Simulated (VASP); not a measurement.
# GaAs (F-43m) in VASP: notebook

Runs on GaAs. Level: r2SCAN. Tasks: relaxation of cell and atoms.

Program: VASP 6.6.1. These are calculated values, not measurements. Logs are shortened: lines on timing, memory, paths and dates and some standing lists are left out, and cuts for length are marked.

### Step 1. The structure

The structure is cubic, space group F-43m (No. 216). Conventional cell: a = 5.750 Å, b = 5.750 Å, c = 5.750 Å, α = 90.00°, β = 90.00°, γ = 90.00°. Around Ga (site symmetry -43m) lie 4 As at 2.49 Å. As (site symmetry -43m) is surrounded by 4 Ga at 2.49 Å.

The cell is a database's computed one.

### Step 2. Relaxation of cell and atoms, r2SCAN

Input file INCAR:

```
SYSTEM = GaAs
PREC     = Accurate       ! precision mode
ENCUT    = 600            ! plane-wave cutoff, eV
EDIFF    = 1E-6           ! SCF threshold, eV
ISMEAR   = 0              ! smearing method
SIGMA    = 0.02           ! smearing width, eV
LREAL    = .FALSE.        ! projectors in reciprocal space
LASPH    = .TRUE.         ! aspherical terms in the spheres
NELM     = 120            ! most SCF steps
ALGO     = Normal         ! electronic algorithm
ISIF     = 3              ! what is computed and relaxed
LWAVE    = .FALSE.        ! write WAVECAR
LCHARG   = .FALSE.        ! write CHGCAR
METAGGA  = R2SCAN         ! meta-GGA
LMIXTAU  = .TRUE.       
IBRION   = 2              ! ionic algorithm
NSW      = 80             ! ionic steps
EDIFFG   = -0.005         ! ionic threshold
KPAR     = 2
```

Input file KPOINTS:

```
regular mesh
0
G
  9 9 9
  0 0 0
```

Input file POSCAR:

```
GaAs
1.0
    0.0000000000      2.8750910000      2.8750910000
    2.8750910000      0.0000000000      2.8750910000
    2.8750910000      2.8750910000      0.0000000000
Ga As
1 1
Direct
    0.0000000000      0.0000000000      0.0000000000
    0.7500000000      0.7500000000      0.7500000000
```

Potentials or basis: VASP PAW PBE potentials, release 64 (Ga_d, As).

Launch:

```sh
$ cat potpaw_PBE.64/Ga_d/POTCAR potpaw_PBE.64/As/POTCAR > POTCAR
$ mpirun -np 2 vasp_std > vasp.out
```

OUTCAR:

```text
SYSTEM = GaAs
   PREC = Accurate
   ENCUT = 600
   EDIFF = 1E-6
   ISMEAR = 0
   LREAL = .FALSE.
   LASPH = .TRUE.
   NELM = 120
   ISIF = 3
   METAGGA = R2SCAN
   IBRION = 2
   NSW = 80
   EDIFFG = -0.005

 ion  position               nearest neighbor table
   1  0.000  0.000  0.000-   2 2.49   2 2.49   2 2.49   2 2.49
   2  0.750  0.750  0.750-   1 2.49   1 2.49   1 2.49   1 2.49

  LATTYP: Found a face centered cubic cell.
 ALAT       =     5.7501820000

  Lattice vectors:

 A1 = (   0.0000000000,   2.8750910000,   2.8750910000)
 A2 = (   2.8750910000,   0.0000000000,   2.8750910000)
 A3 = (   2.8750910000,   2.8750910000,   0.0000000000)

Analysis of symmetry for initial positions (statically):
=====================================================================
 Subroutine PRICEL returns:
 Original cell was already a primitive cell.

 Routine SETGRP: Setting up the symmetry group for a
 face centered cubic supercell.

 Subroutine GETGRP returns: Found 24 space group operations
 (whereof 24 operations were pure point group operations)
 out of a pool of 48 trial point group operations.

The static configuration has the point symmetry T_d .

Analysis of symmetry for dynamics (positions and initial velocities):
=====================================================================
 Subroutine PRICEL returns:
 Original cell was already a primitive cell.

 Routine SETGRP: Setting up the symmetry group for a
 face centered cubic supercell.

 Subroutine GETGRP returns: Found 24 space group operations
 (whereof 24 operations were pure point group operations)
 out of a pool of 48 trial point group operations.

The dynamic configuration has the point symmetry T_d .

 Subroutine INISYM returns: Found 24 space group operations
 (whereof 24 operations are pure point group operations),
 and found     1 'primitive' translations

----------------------------------------------------------------------------------------

                                     Primitive cell

  volume of cell :      47.5319

  direct lattice vectors                    reciprocal lattice vectors
     0.000000000  2.875091000  2.875091000    -0.173907539  0.173907539  0.173907539
     2.875091000  0.000000000  2.875091000     0.173907539 -0.173907539  0.173907539
     2.875091000  2.875091000  0.000000000     0.173907539  0.173907539 -0.173907539

  length of vectors
     4.065992685  4.065992685  4.065992685     0.301216693  0.301216693  0.301216693

  position of ions in fractional coordinates (direct lattice)
     0.000000000  0.000000000  0.000000000
     0.750000000  0.750000000  0.750000000

  ion indices of the primitive-cell ions
   primitive index   ion index
                 1           1
                 2           2

----------------------------------------------------------------------------------------

 KPOINTS: regular mesh

Automatic generation of k-mesh.
 Grid dimensions read from file:
 generate k-points for:    9    9    9

 Generating k-lattice:

  Cartesian coordinates                     Fractional coordinates (reciprocal lattice)
    -0.019323060  0.019323060  0.019323060     0.111111111  0.000000000  0.000000000
     0.019323060 -0.019323060  0.019323060     0.000000000  0.111111111  0.000000000
     0.019323060  0.019323060 -0.019323060     0.000000000  0.000000000  0.111111111

  Length of vectors
     0.033468521  0.033468521  0.033468521

  Shift w.r.t. Gamma in fractional coordinates (k-lattice)
     0.000000000  0.000000000  0.000000000

 Subroutine IBZKPT returns following result:
 ===========================================

 Found     35 irreducible k-points:

 Following reciprocal coordinates:
            Coordinates               Weight
  0.000000  0.000000  0.000000      1.000000
  0.111111  0.000000  0.000000      8.000000
  0.222222  0.000000  0.000000      8.000000
  0.333333  0.000000  0.000000      8.000000
  0.444444  0.000000  0.000000      8.000000
  0.111111  0.111111  0.000000      6.000000
[... 16 lines left out ...]
 -0.333333  0.333333  0.000000     12.000000
  0.444444  0.444444  0.000000      6.000000
 [... further k-points ...]
   k-points           NKPTS =     35   k-points in BZ     NKDIM =     35   number of bands    NBANDS=     13
   number of dos      NEDOS =    301   number of ions     NIONS =      2
   total plane-waves  NPLWV =  32768
   dimension x,y,z NGX =    32 NGY =   32 NGZ =   32
   dimension x,y,z NGXF=    64 NGYF=   64 NGZF=   64
   ions per type =               1   1
   NGX,Y,Z   is equivalent  to a cutoff of  13.08, 13.08, 13.08 a.u.
   NGXF,Y,Z  is equivalent  to a cutoff of  26.17, 26.17, 26.17 a.u.
 SYSTEM =  GaAs
   PREC   = accura    normal or accurate (medium, high low for compatibility)
   ISTART =      0    job   : 0-new  1-cont  2-samecut
   ICHARG =      2    charge: 1-file 2-atom 10-const
   ISPIN  =      1    spin polarized calculation?
   LNONCOLLINEAR =      F non collinear calculations
   LSORBIT =      F    spin-orbit coupling
   LASPH  =      T    aspherical Exc in radial PAW
   ENCUT  =  600.0 eV  44.10 Ry    6.64 a.u.   8.12  8.12  8.12*2*pi/ulx,y,z
   NELM   =    120;   NELMIN=  2; NELMDL= -5     # of ELM steps
   EDIFF  = 0.1E-05   stopping-criterion for ELM
   LREAL  =      F    real-space projection
   EDIFFG = -.5E-02   stopping-criterion for IOM
   NSW    =     80    number of steps for IOM
   IBRION =      2    ionic relax: 0-MD 1-quasi-New 2-CG
   NFREE  =      1    steps in history (QN), initial steepest desc. (CG)
   ISIF   =      3    stress and relaxation
   ISYM   =      2    0-nonsym 1-usesym 2-fastsym
   POTIM  = 0.5000    time-step for ionic-motion
   TEBEG  =    0.0;   TEEND  =   0.0 temperature during run
   PSTRESS=    0.0 pullay stress
   NELECT =      18.0000    total number of electrons
   NUPDOWN=      -1.0000    fix difference up-down
   EMIN   =  10.00;   EMAX   =-10.00  energy-range for DOS
   EFERMI =   0.00;   METHOD = LEGACY
   ISMEAR =     0;   SIGMA  =   0.02  broadening in eV -4-tet -1-fermi 0-gaus
   EFERMI_NEDOS =   21; number of points for ismear=-14 and -15
   IALGO  =     38    algorithm
   IMIX   =      4    mixing-type and parameters
     AMIX     =   0.40;   BMIX     =  1.00
     AMIX_MAG =   1.60;   BMIX_MAG =  1.00
  volume/ion in A,a.u.               =      23.77       160.38
  Fermi-wavevector in a.u.,A,eV,Ry     =   1.184415  2.238221 19.086797  1.402840
  Thomas-Fermi vector in A             =   2.320630
   LORBIT       =      0    0 simple, 1 ext, 2 COOP (PROOUT), +10 PAW based schemes
   METAGGA = R2SCAN    functional components
   LHFCALC =     F    Hartree Fock is set to
   AEXX    =    0.0000 exact exchange contribution
   IVDW    =     0    specifies the selected vdW correction
   LEPSILON=     F    determine dielectric tensor
   LRPA    =     F    only Hartree local field effects (RPA)
 conjugate gradient relaxation of ions
 non-spin polarized calculation
 Gauss-broadening in eV      SIGMA  =   0.02
  energy-cutoff  :      600.00
  volume of cell :       47.53
 maximum number of plane-waves:      1604
   NGX = 17   NGY = 17   NGZ = 17

--------------------------------------- Ionic step        1  -------------------------------------------

 number of electron      17.9999994 magnetization

 Free energy of the ion-electron system (eV)
  ---------------------------------------------------
  ext. energy  EPLUGINS =         0.00000000
  ---------------------------------------------------
  free energy    TOTEN  =       -27.03807101 eV

  energy without entropy =      -27.03807101  energy(sigma->0) =      -27.03807101

------------------------ aborting loop because EDIFF is reached ----------------------------------------

  FORCE on cell =-STRESS in cart. coord.  units (eV):
  Direction    XX          YY          ZZ          XY          YZ          ZX
  --------------------------------------------------------------------------------------
  -------------------------------------------------------------------------------------
  Total       -0.8421809     -0.8421809     -0.8421809     -0.0000000      0.0000000      0.0000000
  in kB      -28.3877629    -28.3877629    -28.3877629     -0.0000000      0.0000000      0.0000000
  external PRESSURE =     -28.3877629 kB  Pullay stress =       0.0000000 kB
[... 57 lines left out ...]
  energy  without entropy=      -27.0533236216  energy(sigma->0) =      -27.05332362

--------------------------------------- Ionic step        3  -------------------------------------------

 number of electron      18.0000010 magnetization

 Free energy of the ion-electron system (eV)
  ---------------------------------------------------
  ext. energy  EPLUGINS =         0.00000000
  ---------------------------------------------------
  free energy    TOTEN  =       -27.05680468 eV

  energy without entropy =      -27.05680468  energy(sigma->0) =      -27.05680468

 E-fermi :   3.7776     XC(G=0): -10.2206

 val. band max:        3.6092135633   @ k =   0.0000   0.0000   0.0000
 cond. band min:       4.5471745828   @ k =   0.0000   0.0000   0.0000
 fundamental gap:      0.9379610195
 Fermi energy:         3.7775602706

 k-point     1 :       0.0000    0.0000    0.0000
  band No.  band energies     occupation
      1     -11.6128      2.00000
      2     -11.6128      2.00000
      3     -11.6128      2.00000
      4     -11.5249      2.00000
      5     -11.5249      2.00000
      6      -9.5475      2.00000
      7       3.6092      2.00000
      8       3.6092      2.00000
      9       3.6092      2.00000
     10       4.5472      0.00000
     11       7.6492      0.00000
     12       7.6493      0.00000
     13       7.6493      0.00000
[... 353 lines left out ...]
 k-point    24 :       0.4444    0.4444    0.0000
  band No.  band energies     occupation
      1     -11.7290      2.00000
      2     -11.5630      2.00000
      3     -11.5630      2.00000
      4     -11.5501      2.00000
      5     -11.5119      2.00000
      6      -7.1059      2.00000
      7      -3.1343      2.00000
      8       0.9132      2.00000
      9       0.9132      2.00000
     10       5.3268      0.00000
     11       5.7484      0.00000
     12      13.9960      0.00000
     13      13.9961      0.00000

 [... further k-points ...]

------------------------ aborting loop because EDIFF is reached ----------------------------------------

  FORCE on cell =-STRESS in cart. coord.  units (eV):
  Direction    XX          YY          ZZ          XY          YZ          ZX
  --------------------------------------------------------------------------------------
  -------------------------------------------------------------------------------------
  Total       -0.0088335     -0.0088335     -0.0088335     -0.0000000      0.0000000     -0.0000000
  in kB       -0.3109872     -0.3109872     -0.3109872     -0.0000000      0.0000000     -0.0000000
  external PRESSURE =      -0.3109872 kB  Pullay stress =       0.0000000 kB
[... 17 lines left out ...]
  FREE ENERGIE OF THE ION-ELECTRON SYSTEM (eV)
  ---------------------------------------------------
  free  energy   TOTEN  =       -27.0568046826 eV

  energy  without entropy=      -27.0568046826  energy(sigma->0) =      -27.05680468

 reached required accuracy - stopping structural energy minimisation
```

Wall time 96 s (2 MPI ranks of Intel Xeon Platinum 8488C (Sapphire Rapids), shared host); peak memory 0.21 GiB.

What came out:

```yaml
Free_energy: -27.0568 eV
Relaxed_volume: 22.75 Å³/atom
Relaxed_cell: a = 4.007 Å, b = 4.007 Å, c = 4.007 Å, α = 60.00°, β = 60.00°, γ = 60.00°
Space_group_after_relaxing_to_0.05_Å: F-43m (No. 216)
Energy_gained_by_relaxing: 9.4 meV/atom
Ionic_steps: 3
Pressure_after_relaxing: 0.0 GPa
Band_gap_on_the_k_mesh: 0.94 eV, direct
```

Step by step:
```
step  energy change (eV)  largest force (eV/Å)  pressure (GPa)  volume (Å³)
   1              0.0000                0.0000           -2.84        47.53
   2             -0.0153                0.0000            1.37        44.69
   3             -0.0187                0.0000           -0.03        45.51
```

Final structure:
```
CELL_PARAMETERS angstrom
0.00000 2.83372 2.83372
2.83372 0.00000 2.83372
2.83372 2.83372 0.00000
ATOMIC_POSITIONS crystal
Ga 0.00000 0.00000 0.00000
As 0.75000 0.75000 0.75000
```

Caveat: the PAW data sets were made with another functional, which shifts forces and pressure a little; an odd mesh through Γ misses points on the zone boundary, where band edges often lie.

[end of part 1 of 2]
